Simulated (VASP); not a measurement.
VASP 6.6.1 run: GaP

INCAR

```
EDIFF = 1E-7
ISIF = 2
ISMEAR = -5
NBANDS = 16
NELM = 120
LREAL = .FALSE.
ENCUT = 520
IBRION = -1
NSW = 0
LWAVE = .FALSE.
PREC = Accurate
GGA = PE
LCHARG = .FALSE.
LASPH = .TRUE.
SIGMA = 0.1
```

KPOINTS

```
KPOINTS created by Atomic Simulation Environment
0
Gamma
3 3 3
0 0 0
```

POSCAR

```
Ga P
 1.0000000000000000
    -0.0000000000000000    2.7253992946765000    2.7253992946765000
     2.7253992946765000    0.0000000000000000    2.7253992946765000
     2.7253992946765000    2.7253992946765000    0.0000000000000000
 Ga  P
   1   1
Cartesian
  0.0000000000000000 -0.0000000000000000 -0.0000000000000000
  1.3626996473382502  1.3626996473382502  1.3626996473382502
```

The recommended PBE PAW datasets give the neutral cell 18 valence electrons.

Command

```
mpirun -np 1 vasp_std
```

How does this run end, and what does it give?

It converged. Results: gap between bands v and c on the k mesh 1.70 eV; least direct gap on the k mesh 1.80 eV; pressure 4.0 GPa. Band v is the last that the valence electrons fill when counted band by band, and c is the next.

OSZICAR

```
N       E                     dE             d eps       ncg     rms          rms(c)
DAV:   1     0.758934516684E+02    0.75893E+02   -0.90740E+03   136   0.163E+03
DAV:   2    -0.320841410817E+01   -0.79102E+02   -0.75013E+02   152   0.288E+02
DAV:   3    -0.887326648027E+01   -0.56649E+01   -0.56487E+01   152   0.627E+01
DAV:   4    -0.896516888466E+01   -0.91902E-01   -0.91887E-01   160   0.829E+00
DAV:   5    -0.896656881154E+01   -0.13999E-02   -0.13999E-02   160   0.816E-01    0.436E+00
DAV:   6    -0.864733284906E+01    0.31924E+00   -0.49660E-01   192   0.114E+01    0.295E+00
DAV:   7    -0.861182354084E+01    0.35509E-01   -0.12892E-01   144   0.228E+00    0.125E+00
DAV:   8    -0.861408810948E+01   -0.22646E-02   -0.18606E-02   144   0.159E+00    0.236E-01
DAV:   9    -0.861488940550E+01   -0.80130E-03   -0.18615E-03   152   0.578E-01    0.827E-02
DAV:  10    -0.861503133819E+01   -0.14193E-03   -0.16414E-04   168   0.144E-01    0.444E-02
DAV:  11    -0.861515608504E+01   -0.12475E-03   -0.15702E-04   128   0.994E-02    0.605E-03
DAV:  12    -0.861515565557E+01    0.42947E-06   -0.38649E-06   176   0.227E-02    0.448E-03
DAV:  13    -0.861515615311E+01   -0.49754E-06   -0.12487E-06   136   0.970E-03    0.203E-03
DAV:  14    -0.861515622056E+01   -0.67447E-07   -0.61622E-08   136   0.193E-03
   1 F= -.86151562E+01 E0= -.86151562E+01  d E =0.000000E+00
```

These settings aren't sound, so the numbers aren't properties of the crystal.

On sound settings PBE gives a gap of 1.64 eV on its mesh and a pressure of 2.5 GPa for the intended cell.
